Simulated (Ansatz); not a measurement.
Working through a dielectric-dependent hybrid calculation of LiH, space group Fm-3m

With Ansatz's Python interface.

The cells in order, each with its output:

```python
import warnings

import ansatz as az
import numpy as np


def count_gap(report):
    # lowest empty less highest filled band, counting bands; zero where they overlap
    return max(report.get("gap_by_band_count_ev") or 0.0, 0.0)
```

```python
warnings.simplefilter("ignore", az.DeckWarning)

lattice = az.Lattice.of(
    [0.0, 2.03675, 2.03675],
    [2.03675, 0.0, 2.03675],
    [2.03675, 2.03675, 0.0],
)
sites = [
    ("Li", [0.0, 0.0, 0.0]),
    ("H", [0.5, 0.5, 0.5]),
]
structure = az.Crystal(lattice=lattice)
for symbol, position in sites:
    structure = structure.atom(symbol, position)
```

```python
len(structure.resolved().sites)
```

    2

```python
base = (
    structure.calculation()
    .basis(38 * az.Ry)
    .kpoints(6, center="gamma")
    .scf(tolerance=1e-09)
    .occupations("fixed")
    .band_table()
)
semilocal = base.functional("pbesol").run().report
hybrid = base.functional(exchange="pbesol", correlation="pbesol", exact_fraction="inverse_dielectric").run().report
alpha = hybrid["hybrid"]["exact_exchange_fraction"]
print(f"fraction of exact exchange {alpha:.4f}, so eps_inf = {1 / alpha:.2f}")
print(f"gap by band count: {count_gap(semilocal):.3f} eV semilocal, {count_gap(hybrid):.3f} eV hybrid")
```

    fraction of exact exchange 0.2195, so eps_inf = 4.56
    gap by band count: 2.784 eV semilocal, 4.304 eV hybrid

The fraction is 0.2195, one over a mean dielectric constant (a third of the trace) of 4.56. It opens the gap from 2.784 to 4.304 eV, by 1.52 eV.

Notes:
- The k-point mesh is coarse, and energy and stress weren't tested for convergence.
- The starting cell is as deposited in a crystallographic database; the results hold for this polymorph, which needn't be the stable one.
- Levels are Kohn-Sham eigenvalues on this mesh.
- The gaps are those of a coarse mesh; the run finds the dielectric constant of the semilocal functional on meshes of its own.
- It ran for 11 s on 1 thread of Arm Neoverse V2 (shared host), peak memory 0.69 GiB.
